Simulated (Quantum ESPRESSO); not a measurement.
**Te under changes of volume**

One of the cells (33.925 Å³/atom); the others are scaled copies at fixed shape and fractional positions:

```
Te
1.0
     4.45400    0.00000    0.00000
    -2.22700    3.85728    0.00000
     0.00000    0.00000    5.92400
Te
3
Cartesian
  1.6279 2.8197 0.0000
  -0.5991 1.0376 3.9493
  1.1981 0.0000 1.9747
```

```yaml
Program: Quantum ESPRESSO 7.5
Functional: PBEsol
Potentials_or_basis: PseudoDojo 0.4.1 SR PBEsol standard
Cutoff: 1088 eV
Density_cutoff: 4354 eV
k_mesh: 7 × 7 × 5
Occupations: fermi-dirac, width 0.05 eV
Spin: no spin polarisation
```

| volume (Å³/atom) | energy over the lowest point (meV/atom) | pressure (GPa) | gap on the mesh (eV) | largest force (eV/Å) |
| --- | --- | --- | --- | --- |
| 31.890 | 11.58 | 2.6 | 0.56 | 0.508 |
| 32.568 | ? | ? | ? | ? |
| 33.247 | 0.00 | 0.2 | 0.58 | 0.263 |
| 33.925 | 1.32 | -0.8 | 0.58 | 0.153 |
| 34.604 | 6.69 | -1.7 | 0.59 | 0.050 |
| 35.282 | 15.68 | -2.5 | 0.59 | 0.046 |
| 35.961 | 27.89 | -3.3 | 0.59 | 0.135 |

Task: What does the run at 32.568 Å³/atom give?

Result: Energy over the lowest point 3.24 meV/atom; pressure 1.3 GPa; gap on the mesh 0.57 eV; largest force 0.381 eV/Å.

Worked out: A Birch-Murnaghan fit of order 3 (a polynomial in V^(-2/3)) to the other rows has its minimum at 33.38 Å³/atom with B0 = V·E''(V) = 52 GPa and B' = 4.7 at fixed shape and positions, which overstates the stiffness. It gives 3.24 meV/atom at 32.568 Å³/atom, against the run's 3.24, and -dE/dV = 1.3 GPa, against 1.3. A straight line through the other rows of the gap, of slope 0.251 eV per unit of ln V, gives 0.57 eV, against the run's 0.57.

Energies are extrapolated to zero smearing.

Caveats: spin-orbit coupling is left out, which moves the levels of the heavy elements; an odd mesh through Γ misses points on the zone boundary, where band edges often lie.
